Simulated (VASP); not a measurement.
Crystal: TaN.

```
Ta N
1.0
     2.93800    0.00000    0.00000
    -1.46900    2.54438    0.00000
     0.00000    0.00000    2.88300
Ta N
1 1
Direct
  0.00000 0.00000 0.50000
  0.66667 0.33333 0.00000
```

| Quantity | Value |
| --- | --- |
| Program | VASP 6.6.1 |
| Task | single point |
| Functional | PBE |
| Potentials or basis | VASP PAW PBE potentials, release 64 (Ta_pv, N) |
| Cutoff | 520 eV |
| k mesh | 10 × 10 × 9 |
| Occupations | fermi-dirac, width 0.05 eV |
| Spin | no spin polarisation |

On this cell: pressure 5.4 GPa; largest force under 0.003 eV/Å; band gap on the k mesh none (metal or under the smearing width).

The same run follows on a disturbed copy (atoms moved at random, drawn with an rms of 0.05 Å):

```
CELL_PARAMETERS angstrom
2.93800 0.00000 0.00000
-1.46900 2.54438 0.00000
0.00000 0.00000 2.88300
ATOMIC_POSITIONS crystal
Ta 0.01144 0.00833 0.48326
N 0.65255 0.33881 0.00587
```

Question: What changes?

Answer: The energy (extrapolated to zero smearing) moves by +32.5 meV/atom; pressure 7.0 GPa; largest force 1.363 eV/Å; band gap on the k mesh none (metal or under the smearing width).

Forces on the atoms (eV/Å):
```
Ta  -0.960 -0.136  0.958
N    0.960  0.136 -0.958
```

Stress tensor (GPa, compression positive):
```
 6.67  1.24 -1.72
 1.24  5.92 -0.31
-1.72 -0.31  8.47
```
